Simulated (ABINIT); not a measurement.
The system is PbF2 (Fluorocronite).

```
CELL_PARAMETERS angstrom
0.00000 2.96366 2.96366
2.96366 0.00000 2.96366
2.96366 2.96366 0.00000
ATOMIC_POSITIONS crystal
Pb 0.00000 0.00000 0.00000
F 0.75000 0.75000 0.75000
F 0.25000 0.25000 0.25000
```

| Property | Result |
| --- | --- |
| Program | ABINIT 10.8.3 (patched build) |
| Task | relaxation of cell and atoms |
| Functional | LDA |
| Potentials or basis | PseudoDojo NC SR LDA v0.4.1 standard |
| Cutoff | 1143 eV |
| k mesh | 6 × 6 × 6 |
| Occupations | fermi-dirac, width 0.05 eV |
| Spin | no spin polarisation |

At the start: pressure -4.5 GPa; volume 17.35 Å³/atom.

Question: Where does the relaxation end?

Answer: Over 5 steps the energy falls by 14.8 meV/atom and the volume is 16.36 Å³/atom (-5.7 %); space group Fm-3m (No. 225, to 0.05 Å).

Step by step:
```tsv
step	energy change (eV)	largest force (eV/Å)	pressure (GPa)	volume (Å³)
1	0.0000	0.0000	-4.51	52.06
2	-0.0181	0.0000	-3.57	51.35
3	-0.0442	0.0000	0.40	48.85
4	-0.0445	0.0000	-0.03	49.09
5	-0.0445	0.0000	0.00	49.08
```

Final structure:
```
CELL_PARAMETERS angstrom
0.00000 2.90588 2.90588
2.90588 0.00000 2.90588
2.90588 2.90588 0.00000
ATOMIC_POSITIONS crystal
Pb 0.00000 0.00000 0.00000
F 0.75000 0.75000 0.75000
F 0.25000 0.25000 0.25000
```
